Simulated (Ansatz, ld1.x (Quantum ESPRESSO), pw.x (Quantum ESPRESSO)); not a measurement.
Equation-of-state test of one ultrasoft potential (manganese)

```
Element                 : manganese
Generator               : ld1.x (Quantum ESPRESSO) 7.5
Type                    : ultrasoft
Functional              : PBE
Relativity              : scalar-relativistic
Frozen core             : [Ar]
Valence charge          : 7
Reference configuration : 3d5 4s2 4p0
Partial waves           : 4s (bound): rcut 2.85, rcutus 3.05 bohr; 4s channel at 0.05 Ry: rcut 2.85, rcutus 3.05 bohr; 4p (bound, empty): rcut 2.60, rcutus 2.95 bohr; 4p channel at 4.4 Ry: rcut 2.60, rcutus 2.95 bohr; 3d (bound): rcut 1.65, rcutus 1.80 bohr; 3d channel at -0.15 Ry: rcut 1.65, rcutus 1.80 bohr
Local potential         : all-electron potential smoothed inside 2.35 bohr (lloc = -1)
Core correction         : none
Augmentation charge     : PSQ, inside the norm-conserving radii
```

Crystal test: bcc Mn in pw.x 7.5, no spin, 16³ k-points, Fermi–Dirac smearing 0.01 Ry, cutoffs 60/480 Ry. The reference is all-electron LAPW (Ansatz 0.2.0) with the same functional, mesh and smearing; V0 and B0 come from Birch–Murnaghan fits to the pressures at five volumes. Errors are pseudo minus all-electron; Δ is the rms difference of the E(V) curves that follow from these fits, minima aligned, over ±6 % about the mean V0. Mesh and smearing are coarse, so the numbers serve the comparison and aren't converged zero-temperature values; the lattice is a test structure that the element need not adopt. Spin polarisation and strong correlation are left out, which matters for this element.

All-electron: a0 = 2.787 Å (V0 = 10.82 Å³/atom), B0 = 273.1 GPa.

Q: How far does the potential miss the all-electron equation of state?

A: mean pressure error (GPa): +57.88. The pressure does not cross zero within the volumes sampled, so no fit is given. The largest radius (3.05 bohr) exceeds half the bond length (2.28 bohr), so the spheres overlap, which is one possible source of error among others. This is a poor potential for the solid. Atomic configuration tests: test run stopped at test 5 of 7 (negative rho), 1 before it not solved.

```tsv
V (Å³/atom)	P all-electron (GPa)	P pseudo (GPa)
10.270	16.05	88.16
10.540	7.62	71.72
10.810	0.27	57.25
11.080	-6.15	44.76
11.351	-11.73	33.61
```

Q: At the middle volume, how do free energy and pressure move when the wave cutoff is lowered (ecutrho held at 480 Ry)?

A:

```json
{"cutoff (Ry)": "27", "shift of F (meV/atom)": "+782.8", "shift of P (GPa)": "-61.37"}
{"cutoff (Ry)": "36", "shift of F (meV/atom)": "+30.4", "shift of P (GPa)": "-2.40"}
{"cutoff (Ry)": "48", "shift of F (meV/atom)": "+9.0", "shift of P (GPa)": "-0.55"}
```

The run at the middle volume (145 k-points, 14 iterations) took about 22 s on one core of a shared host (Neoverse-V1, 64 threads, 251 GiB, load 22).
